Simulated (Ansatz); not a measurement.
Relaxed GeO₂ (rutile):

```
GeO2
1.0
    4.48750     0.00000     0.00000
    0.00000     4.48750     0.00000
    0.00000     0.00000     2.90497
Ge O
2 4
Direct
  0.00000   0.00000   0.00000
  0.50000   0.50000   0.50000
  0.30714   0.30714   0.00000
  0.80714   0.19286   0.50000
  0.19286   0.80714   0.50000
  0.69286   0.69286   0.00000
```

The atoms are displaced by Q × the pattern below (from a DFPT mode at Γ, largest move 1; Q in Å), at fixed cell.

```csv
atom,x,y,z
O3,-0.707,0.707,0.000
O4,-0.707,-0.707,0.000
O5,0.707,0.707,0.000
O6,0.707,-0.707,0.000
```

Atoms not listed stay in place.

Level of theory: PBE (plane waves to 420 eV, PAW, scalar-relativistic; Ansatz, a first-principles code). k mesh 8×8×11 (Γ-centred), Fermi-Dirac smearing 0.05 eV. GeO2 was relaxed with its symmetry unable to fall.

At one point of the scan the forces (eV/Å) are:

| atom | Fx | Fy | Fz |
|---|---|---|---|
| Ge1 | 0.000 | 0.000 | 0.000 |
| Ge2 | 0.000 | 0.000 | 0.000 |
| O3 | 0.113 | -0.073 | 0.000 |
| O4 | 0.113 | 0.073 | 0.000 |
| O5 | -0.113 | -0.073 | 0.000 |
| O6 | -0.113 | 0.073 | 0.000 |

Task: Which point is it?
A) Q = 0.090 Å
B) Q = 0.030 Å
C) Q = 0.120 Å
D) Q = 0.180 Å

Result: A, Q = 0.090 Å

(For displaced atoms, the force is minus the slope of the energy, and its curvature is a force constant, which sets phonon frequencies.)
